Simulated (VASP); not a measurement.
# KI in VASP: further runs, part 2 of 2

VASP 6.6.1.

**3. Single point, r2SCAN (shear xy strain +1.7%)**

POSCAR reads:

```
KI
1.0
    0.0299515839      3.5445661365      3.5445661365
    3.5445661365      0.0299515839      3.5445661365
    3.5745177203      3.5745177203     -0.0000000001
K I
1 1
Direct
    0.0000000000      0.0000000000      0.0000000000
    0.5000000000      0.5000000000      0.5000000000
```

INCAR.step1 reads:

```
SYSTEM = KI
ALGO = Normal
EDIFF = 1E-4
ENCUT = 520
GGA = PE
ISMEAR = 0
LASPH = .True.
LCHARG = .False.
LREAL = .False.
LWAVE = .True.
NBANDS = 15
NELM = 60
PREC = Accurate
SIGMA = 0.01
```

INCAR.step2 reads:

```
SYSTEM = KI
ALGO = Normal
EDIFF = 1E-6
ENCUT = 520
ISIF = 2
ISMEAR = 0
ISTART = 1
LASPH = .True.
LCHARG = .False.
LMIXTAU = .True.
LREAL = .False.
LWAVE = .False.
METAGGA = R2SCAN
NBANDS = 15
NELM = 60
PREC = Accurate
SIGMA = 0.01
```

KPOINTS reads:

```
k-points
0
Gamma
  6 6 6
  0 0 0
```

Potentials or basis: VASP PAW PBE potentials, release 64 (K_sv, I).

Launch:

```
> cat potpaw_PBE.64/K_sv/POTCAR potpaw_PBE.64/I/POTCAR > POTCAR
> cp INCAR.step1 INCAR
> mpirun -np 1 vasp_std > vasp.out
> cp INCAR.step2 INCAR
> mpirun -np 1 vasp_std > vasp.out
```

It took 3.3 min on 1 thread of AMD EPYC 9R45 (Zen 5), shared host; peak memory 0.25 GiB.

Results (log left out):

| Quantity | Value |
| --- | --- |
| Free energy | -33.9840 eV |
| Pressure | 0.0 GPa |
| Band gap on the k mesh | 4.56 eV |

Stress tensor (GPa, compression positive):
```
 0.02 -0.07  0.00
-0.07  0.02  0.00
 0.00  0.00  0.01
```

Levels at points of the mesh, in eV from the valence-band top:
```csv
k point,band 4,band 5,band 6,band 7,band 8,band 9,band 10,band 11,band 12,band 13
"(0.00, 0.00, 0.00)",-12.41,-10.82,-0.04,-0.02,0.00,4.56,6.97,7.03,7.10,7.88
"(0.50, 0.00, 0.00)",-12.41,-10.54,-1.32,-0.38,-0.35,5.98,8.30,8.66,8.74,9.36
"(0.50, 0.50, 0.00)",-12.43,-10.67,-1.03,-0.42,-0.36,5.37,6.45,8.80,9.37,9.49
"(0.00, 0.00, 0.50)",-12.41,-10.54,-1.32,-0.35,-0.32,6.00,8.26,8.71,8.79,9.33
"(0.50, 0.00, 0.50)",-12.43,-10.67,-1.03,-0.39,-0.39,5.37,6.45,8.80,9.37,9.49
```

Caveat: the cell differs from its parent crystal (shear xy strain +1.7%); the PAW data sets were made with another functional, which shifts forces and pressure a little; spin-orbit coupling is left out, which moves the levels of the heavy elements.

**4. Single point, HSE06**

This run uses another cell than the first one, of 44.53 Å³/atom.

POSCAR reads:

```
KI
1.0
    0.0000000000      3.5445661365      3.5445661365
    3.5445661365      0.0000000000      3.5445661365
    3.5445661365      3.5445661365      0.0000000000
K I
1 1
Direct
    0.0000000000      0.0000000000      0.0000000000
    0.5000000000      0.5000000000      0.5000000000
```

INCAR.step1 reads:

```
SYSTEM = KI
PREC     = Accurate       ! precision mode
ENCUT    = 520            ! plane-wave cutoff, eV
EDIFF    = 1E-5           ! SCF threshold, eV
ISMEAR   = 0              ! smearing method
SIGMA    = 0.01           ! smearing width, eV
LREAL    = .FALSE.        ! projectors in reciprocal space
LASPH    = .TRUE.         ! aspherical terms in the spheres
NELM     = 100            ! most SCF steps
ALGO     = Normal         ! electronic algorithm
ISIF     = 2              ! what is computed and relaxed
LWAVE    = .TRUE.         ! write WAVECAR
LCHARG   = .FALSE.        ! write CHGCAR
NBANDS   = 15             ! bands
GGA      = PE             ! functional
```

INCAR.step2 reads:

```
SYSTEM = KI
PREC     = Accurate       ! precision mode
ENCUT    = 520            ! plane-wave cutoff, eV
EDIFF    = 1E-7           ! SCF threshold, eV
ISMEAR   = 0              ! smearing method
SIGMA    = 0.01           ! smearing width, eV
LREAL    = .FALSE.        ! projectors in reciprocal space
LASPH    = .TRUE.         ! aspherical terms in the spheres
NELM     = 100            ! most SCF steps
ALGO     = Normal         ! electronic algorithm
ISIF     = 2              ! what is computed and relaxed
LWAVE    = .FALSE.        ! write WAVECAR
LCHARG   = .FALSE.        ! write CHGCAR
GGA      = PE             ! functional
LHFCALC  = .TRUE.         ! exact exchange
HFSCREEN = 0.2079         ! screening, 1/A
PRECFOCK = Normal       
NBANDS   = 15             ! bands
ISTART   = 1
```

KPOINTS reads:

```
Automatic mesh
0
G
  4 4 4
  0 0 0
```

Launch:

```
> cat potpaw_PBE.64/K_sv/POTCAR potpaw_PBE.64/I/POTCAR > POTCAR
> cp INCAR.step1 INCAR
> mpirun -np 1 vasp_std > vasp.out
> cp INCAR.step2 INCAR
> mpirun -np 1 vasp_std > vasp.out
```

Run time: 8.3 min. Hardware: 1 thread of AMD EPYC 9R45 (Zen 5), shared host; peak memory 0.32 GiB.

Results (log left out):

* Free energy: -6.4024 eV
* Pressure: 0.3 GPa
* Band gap on the k mesh: 4.93 eV

Levels at points of the mesh, in eV from the valence-band top:
| k point | band 4 | band 5 | band 6 | band 7 | band 8 | band 9 | band 10 | band 11 | band 12 | band 13 |
| --- | --- | --- | --- | --- | --- | --- | --- | --- | --- | --- |
| (0.00, 0.00, 0.00) | -12.98 | -11.38 | 0.00 | 0.00 | 0.00 | 4.93 | 7.65 | 7.65 | 7.65 | 8.48 |
| (0.50, 0.00, 0.00) | -12.98 | -11.07 | -1.37 | -0.34 | -0.34 | 6.48 | 8.88 | 9.22 | 9.22 | 10.11 |
| (0.50, 0.50, 0.00) | -13.00 | -11.21 | -1.05 | -0.39 | -0.39 | 5.95 | 6.81 | 9.46 | 9.86 | 10.14 |

Caveat: the PAW data sets were made with another functional, which shifts forces and pressure a little; spin-orbit coupling is left out, which moves the levels of the heavy elements.

**5. Single point, HSE06 (strain +5.2%)**

POSCAR reads:

```
KI
1.0
    0.0000000000      3.7285291190      3.7285291190
    3.7285291190      0.0000000000      3.7285291190
    3.7285291190      3.7285291190      0.0000000000
K I
1 1
Direct
    0.0000000000      0.0000000000      0.0000000000
    0.5000000000      0.5000000000      0.5000000000
```

INCAR.step1 reads:

```
ALGO = Normal ; EDIFF = 1E-5
ENCUT = 520 ; GGA = PE
ISIF = 2 ; ISMEAR = 0
LASPH = True ; LCHARG = False
LREAL = False ; LWAVE = True
NBANDS = 15 ; NELM = 60
PREC = Accurate ; SIGMA = 0.01
```

INCAR.step2 reads:

```
ALGO = Normal ; EDIFF = 1E-7
ENCUT = 520 ; GGA = PE
HFSCREEN = 0.2079 ; ISIF = 2
ISMEAR = 0 ; ISTART = 1
LASPH = True ; LCHARG = False
LHFCALC = True ; LREAL = False
LWAVE = False ; NBANDS = 15
NELM = 60 ; PREC = Accurate
PRECFOCK = Normal ; SIGMA = 0.01
```

KPOINTS reads:

```
k-points
0
Gamma
  4 4 4
```

Launch:

```
> cat potpaw_PBE.64/K_sv/POTCAR potpaw_PBE.64/I/POTCAR > POTCAR
> cp INCAR.step1 INCAR
> mpirun -np 1 vasp_std > vasp.out
> cp INCAR.step2 INCAR
> mpirun -np 1 vasp_std > vasp.out
```

Run time: 9.2 min. Hardware: 1 thread of AMD EPYC 9R45 (Zen 5), shared host; peak memory 0.33 GiB.

It converged, with:

```yaml
Free_energy: -6.3595 eV
Pressure: -1.0 GPa
Band_gap_on_the_k_mesh: 4.59 eV
```

Levels at points of the mesh, in eV from the valence-band top:
```csv
k point,band 4,band 5,band 6,band 7,band 8,band 9,band 10,band 11,band 12,band 13
"(0.00, 0.00, 0.00)",-13.27,-11.17,0.00,0.00,0.00,4.59,7.64,7.64,7.64,8.37
"(0.50, 0.00, 0.00)",-13.27,-11.02,-1.03,-0.23,-0.23,6.28,8.27,8.87,8.87,9.76
"(0.50, 0.50, 0.00)",-13.28,-11.07,-0.82,-0.30,-0.30,6.13,6.44,9.07,9.25,9.59
```

Caveat: the cell differs from its parent crystal (strain +5.2%); the PAW data sets were made with another functional, which shifts forces and pressure a little; spin-orbit coupling is left out, which moves the levels of the heavy elements.

**6. Single point, HSE06 (epitaxial xy strain -2.0%)**

POSCAR reads:

```
KI
1.0
    0.0000000000      3.4719025307      3.5625650544
    3.4719025307      0.0000000000      3.5625650544
    3.4719025307      3.4719025307      0.0000000000
K I
1 1
Direct
    0.0000000000      0.0000000000      0.0000000000
    0.5000000000      0.5000000000      0.5000000000
```

INCAR.step1 reads:

```
SYSTEM = KI
  PREC = Accurate
  ENCUT = 520
  EDIFF = 1E-5
  ISMEAR = 0
  SIGMA = 0.01
  LREAL = .False.
  LASPH = .True.
  NELM = 100
  ALGO = Normal
  ISIF = 2
  LWAVE = .True.
  GGA = PE
  NBANDS = 15
```

INCAR.step2 reads:

```
SYSTEM = KI
  PREC = Accurate
  ENCUT = 520
  EDIFF = 1E-6
  ISMEAR = 0
  SIGMA = 0.01
  LREAL = .False.
  LASPH = .True.
  NELM = 100
  ALGO = Normal
  ISIF = 2
  LWAVE = .False.
  LCHARG = .True.
  GGA = PE
  LHFCALC = .True.
  HFSCREEN = 0.2079
  PRECFOCK = Normal
  LELF = .True.
  LVHAR = .True.
  ISTART = 1
  NBANDS = 15
```

KPOINTS reads:

```
Automatic mesh
0
Gamma
  4 4 4
  0 0 0
```

Potentials or basis: VASP PAW PBE potentials, release 64 (K_sv, I).

Launch:

```
> cat potpaw_PBE.64/K_sv/POTCAR potpaw_PBE.64/I/POTCAR > POTCAR
> cp INCAR.step1 INCAR
> mpirun -np 1 vasp_std > vasp.out
> cp INCAR.step2 INCAR
> mpirun -np 1 vasp_std > vasp.out
```

It took 8.5 min on 1 thread of AMD EPYC 9R45 (Zen 5), shared host; peak memory 0.32 GiB.

The run converged. Its results:

```
Free energy            : -6.3881 eV
Pressure               : 0.8 GPa
Band gap on the k mesh : 5.02 eV
```

Stress tensor (GPa, compression positive):
```
1.06 0.00 0.00
0.00 1.06 0.00
0.00 0.00 0.31
```

Levels at points of the mesh, in eV from the valence-band top:
| k point | band 5 | band 6 | band 7 | band 8 | band 9 | band 10 | band 11 | band 12 |
| --- | --- | --- | --- | --- | --- | --- | --- | --- |
| (0.00, 0.00, 0.00) | -11.44 | -0.01 | 0.00 | 0.00 | 5.02 | 7.53 | 7.69 | 7.69 |
| (0.50, 0.00, 0.00) | -11.08 | -1.46 | -0.38 | -0.37 | 6.52 | 9.00 | 9.20 | 9.40 |
| (0.50, 0.50, 0.00) | -11.27 | -1.13 | -0.38 | -0.38 | 5.91 | 6.90 | 9.46 | 9.98 |
| (0.50, 0.00, 0.50) | -11.26 | -1.11 | -0.45 | -0.41 | 5.89 | 6.90 | 9.52 | 10.09 |

Caveat: the cell differs from its parent crystal (epitaxial xy strain -2.0%); the PAW data sets were made with another functional, which shifts forces and pressure a little; spin-orbit coupling is left out, which moves the levels of the heavy elements.

**7. Overview**

```tsv
level	cell	k mesh	grid for exact exchange (PRECFOCK)	share of exact exchange	screening parameter	gap on the mesh (eV)	pressure (GPa)
r2SCAN	a = 4.975, b = 4.975, c = 4.910 Å, angles 60.4, 60.4, 59.1°, 2 atoms	6 × 6 × 6	-	-	-	4.67	0.5
r2SCAN	a = 5.013, b = 5.013, c = 5.055 Å, angles 59.7, 59.7, 59.4°, 2 atoms	6 × 6 × 6	-	-	-	4.56	0.0
HSE06	a = 5.013 Å, angles 60.0°, 2 atoms	4 × 4 × 4	Normal	0.25	0.2079 1/Å	4.93	0.3
HSE06	a = 5.273 Å, angles 60.0°, 2 atoms	4 × 4 × 4	Normal	0.25	0.2079 1/Å	4.59	-1.0
HSE06	a = 4.975, b = 4.975, c = 4.910 Å, angles 60.4, 60.4, 59.1°, 2 atoms	4 × 4 × 4	Normal	0.25	0.2079 1/Å	5.02	0.8
```

Alike in all rows: task single point; potentials or basis VASP PAW PBE potentials, release 64 (K_sv, I); no spin polarisation; cutoff (eV) 520; smearing gaussian 0.01 eV.

Caveats: the PAW data sets were made with another functional, which shifts forces and pressure a little; spin-orbit coupling is left out, which moves the levels of the heavy elements.

Absolute energies hang on the potentials; compare differences alone.

**8. Against experiment**

Step 4. A measured gap of KI is 6.32 eV (a printed reference work, monograph); the calculated 4.93 eV misses it by -1.39 eV. Spin-orbit coupling on I is left out. The value is that of HSE06, without temperature or zero-point motion.
